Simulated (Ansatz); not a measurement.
## CoO: how the energy converges with the cutoff

CoO, I4/mmm, a = 3.016 Å, c = 4.214 Å. This isn't the usual stable structure of the compound. Ansatz: PBEsol, PAW, cutoff varied, Γ-centred 20×20×20 mesh on 2 atoms, Gaussian smearing 0.10 eV; collinear spin, largest moment 2.5 μB. Single points at one geometry, the cutoff alone changed; ΔE is the energy at zero smearing over the run at 850 eV. The run at 150 eV ended in another magnetic state and is left out. The runs up to 380 eV lie under the cutoff recommended for these PAW datasets.

```
cutoff (eV)  ΔE (meV/atom)
        200       13367.47
        250        2918.86
        300         528.01
        350          71.94
        380          22.16
        420           6.30
        460           2.72
        520           1.40
        600           0.80
        700              ?
```

Problem. Assume ΔE falls exponentially with the cutoff, fit y = ln ΔE against x, the cutoff in eV, to the other rows, and predict the missing value.

Solution. y = 9.501, 7.979, 6.269, 4.276, 3.098, 1.841, 1.001, 0.336, -0.223. Means x = 386.7, y = 3.7864; Σ(Δx)² = 132200, ΣΔxΔy = -3453; the slope is their ratio. y = 13.89 − 0.02612 x, a factor of ten per 88 eV. At 700 eV this gives ΔE = 0.01 meV/atom. The run gave 0.34, a ratio of 0.03. Between neighbouring rows the decay runs from a factor of ten per 58 eV to one per 329 eV, so one exponential is only a rough guide.